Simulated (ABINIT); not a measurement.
The system is GaP.

```
Ga P
1.0
     0.00000    2.72525    2.72525
     2.72525    0.00000    2.72525
     2.72525    2.72525    0.00000
Ga P
1 1
Direct
  0.00000 0.00000 0.00000
  0.75000 0.75000 0.75000
```

Base run:

```yaml
Program: ABINIT 10.8.3 (patched build)
Functional: RPBE
Potentials_or_basis: JTH PAW PBE v2.0
Cutoff: 544 eV
k_mesh: 8 × 8 × 8
Occupations: fermi-dirac, width 0.05 eV
Spin: no spin polarisation
```

Its results: band gap on the k mesh 1.73 eV, indirect (least direct gap 1.95 eV); pressure 4.6 GPa.

Q: After a change of settings the same cell gave: band gap on the k mesh 2.28 eV, direct; pressure -11.1 GPa. Which change was it?
A. functional from RPBE to PBE; k mesh from 8 × 8 × 8 to 10 × 10 × 10
B. functional from RPBE to HLE16
C. functional from RPBE to PW91; potentials or basis from JTH PAW PBE v2.0 to PseudoDojo NC SR PBE v0.4.1 standard; cutoff from 544 eV to 1088 eV
D. functional from RPBE to OLYP; potentials or basis from JTH PAW PBE v2.0 to PseudoDojo NC SR PBE v0.4.1 standard; cutoff from 544 eV to 1088 eV

A: B.

Caveats: the PAW data sets were made with another functional, which shifts forces and pressure a little (some runs); the potentials were made for a functional far from this one (some runs); the potentials were made for another functional, which shifts forces and pressure (some runs).
